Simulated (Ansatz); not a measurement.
# CsPbCl3: band structure with r2SCAN

CsPbCl3:

```
Pb Cs Cl
1.0
     5.60500    0.00000    0.00000
     0.00000    5.60500    0.00000
     0.00000    0.00000    5.60500
Pb Cs Cl
1 1 3
Direct
  0.50000 0.50000 0.50000
  0.00000 0.00000 0.00000
  0.50000 0.00000 0.50000
  0.00000 0.50000 0.50000
  0.50000 0.50000 0.00000
```

* Program: Ansatz 0.2.0
* Task: band structure
* Functional: r2SCAN
* Potentials or basis: Ansatz PAW
* Cutoff: 500 eV (not typed: the program's choice for these potentials)
* k mesh: 5 × 5 × 5
* Occupations: fermi-dirac, width 0.05 eV
* Spin: no spin polarisation
* Path: [["G", "X", "M", "G", "R", "X"], ["M", "R"]]
* Points for each segment of the path: 14

| Property | Result |
| --- | --- |
| Pressure | 1.0 GPa |
| Band gap along the path | 2.29 eV, direct |

Levels at the corners of the path, in eV from the valence-band top:
| point | band 19 | band 20 | band 21 | band 22 | band 23 | band 24 | band 25 | band 26 |
| --- | --- | --- | --- | --- | --- | --- | --- | --- |
| Γ | -2.87 | -2.76 | -2.76 | -2.76 | 3.79 | 4.59 | 4.59 | 5.59 |
| X | -2.97 | -2.87 | -2.87 | -1.80 | 3.41 | 5.11 | 5.53 | 5.74 |
| M | -3.05 | -2.98 | -2.44 | -0.87 | 2.89 | 2.89 | 5.30 | 5.84 |
| Γ | -2.87 | -2.76 | -2.76 | -2.76 | 3.79 | 4.59 | 4.59 | 5.59 |
| R | -2.43 | -2.43 | -2.43 | 0.00 | 2.29 | 2.29 | 2.29 | 5.64 |
| X | -2.97 | -2.87 | -2.87 | -1.80 | 3.41 | 5.11 | 5.53 | 5.74 |
| M | -3.05 | -2.98 | -2.44 | -0.87 | 2.89 | 2.89 | 5.30 | 5.84 |
| R | -2.43 | -2.43 | -2.43 | 0.00 | 2.29 | 2.29 | 2.29 | 5.64 |

Run time: 27 s on 2 threads of Intel(R) Xeon(R) Processor @ 2.50GHz (Skylake/Cascade Lake), with other jobs on the host, peak memory 0.88 GiB.

Caveat: spin-orbit coupling is left out, which moves the levels of the heavy elements; the PAW data sets come from PBE, with cores solved anew for the run's functional, which leaves a small shift of forces and pressure.
